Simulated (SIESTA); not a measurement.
Runs of SIESTA 5.4.2 on Sb. Symmetry: R-3m, No. 166, trigonal system. Conventional cell: a = 4.308 Å, b = 4.308 Å, c = 11.274 Å, α = 90.00°, β = 90.00°, γ = 120.00°. Sb (site symmetry 3m) is surrounded by 3 Sb at 2.91 Å. 

| level | potentials or basis | gap on the mesh (eV) | pressure (GPa) | relaxed volume (Å³/atom) | largest force (eV/Å) |
| --- | --- | --- | --- | --- | --- |
| LDA | PseudoDojo 0.4 standard (LDA files), DZP (energy shift 0.003 Ry; two zetas on semicore shells) | none | 0.0 | 29.48 | 0.01 |
| PBEsol | PseudoDojo 0.4 standard (PBEsol files), DZP (energy shift 0.003 Ry; two zetas on semicore shells) | none | 0.0 | 30.14 | 0.01 |
| WC | PseudoDojo 0.4 standard (PBEsol files), DZP (energy shift 0.003 Ry; two zetas on semicore shells) | none | 0.0 | 30.23 | 0.01 |
| PW91 | PseudoDojo 0.4 standard (PBE files), DZP (energy shift 0.003 Ry; two zetas on semicore shells) | none | 0.0 | 32.04 | - |
| RPBE | PseudoDojo 0.4 standard (PBE files), DZP (energy shift 0.003 Ry; two zetas on semicore shells) | none | 0.0 | 33.08 | - |
| revPBE | PseudoDojo 0.4 standard (PBE files), DZP (energy shift 0.003 Ry; two zetas on semicore shells) | none | 0.0 | (a) | - |
| AM05 | PseudoDojo 0.4 standard (PBEsol files), DZP (energy shift 0.003 Ry; two zetas on semicore shells) | none | 0.0 | 30.22 | 0.01 |
| BLYP | PseudoDojo 0.4 standard (PBE files), DZP (energy shift 0.003 Ry; two zetas on semicore shells) | none | 0.0 | (b) | - |

Alike in all rows: task relaxation of cell and atoms; no spin polarisation; cell relaxed; k mesh 8 × 8 × 8; smearing fermi-dirac 0.05 eV; grid cutoff 500 Ry; energy shift 0.003 Ry.

Q: Fill in the values left out.

A: (a) 32.76; (b) 36.34.

Caveats: the basis of atomic orbitals isn't converged, which shifts pressures, moduli and gaps; the potentials were made for another functional, which shifts forces and pressure (some runs); the volume moved by over 15 % at a fixed basis, so the end points are rough (some runs).

A k mesh can miss the band edges, and the runs leave out spin-orbit coupling on Sb.

A gap of «none» marks a metal or a gap under the smearing width.

Runs at the PBE level aren't shown here.
